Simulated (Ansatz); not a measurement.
The system is GaP.

```
Ga P
1.0
     0.00000    2.72525    2.72525
     2.72525    0.00000    2.72525
     2.72525    2.72525    0.00000
Ga P
1 1
Direct
  0.00000 0.00000 0.00000
  0.75000 0.75000 0.75000
```

* Program: Ansatz 0.2.0
* Task: relaxation of cell and atoms
* Functional: RPBE
* Dispersion: D4
* Potentials or basis: Ansatz PAW
* Cutoff: 420 eV (not typed: the program's choice for these potentials)
* k mesh: 8 × 8 × 8
* Occupations: fermi-dirac, width 0.05 eV
* Spin: no spin polarisation

At the start: volume 20.24 Å³/atom.

Q: Where does the relaxation end?

A: It ends after 4 steps and the volume is 19.67 Å³/atom (-2.8 %); space group F-43m (No. 216, to 0.05 Å).

Step by step:
| step | energy change (eV) | largest force (eV/Å) | volume (Å³) |
| --- | --- | --- | --- |
| 1 | 0.0000 | 0.0000 | 40.48 |
| 2 | -0.0078 | 0.0000 | 39.70 |
| 3 | -0.0087 | 0.0000 | 39.34 |
| 4 | -0.0084 | 0.0000 | 39.34 |

Final structure:
```
CELL_PARAMETERS angstrom
0.00000 2.69936 2.69936
2.69936 0.00000 2.69936
2.69936 2.69936 0.00000
ATOMIC_POSITIONS crystal
Ga 0.00000 0.00000 0.00000
P 0.75000 0.75000 0.75000
```

Caveat: the plane-wave basis is chosen anew once the cell has moved, so the energies of steps on either side of that aren't comparable; the PAW data sets come from PBE, with cores solved anew for the run's functional, which leaves a small shift of forces and pressure.
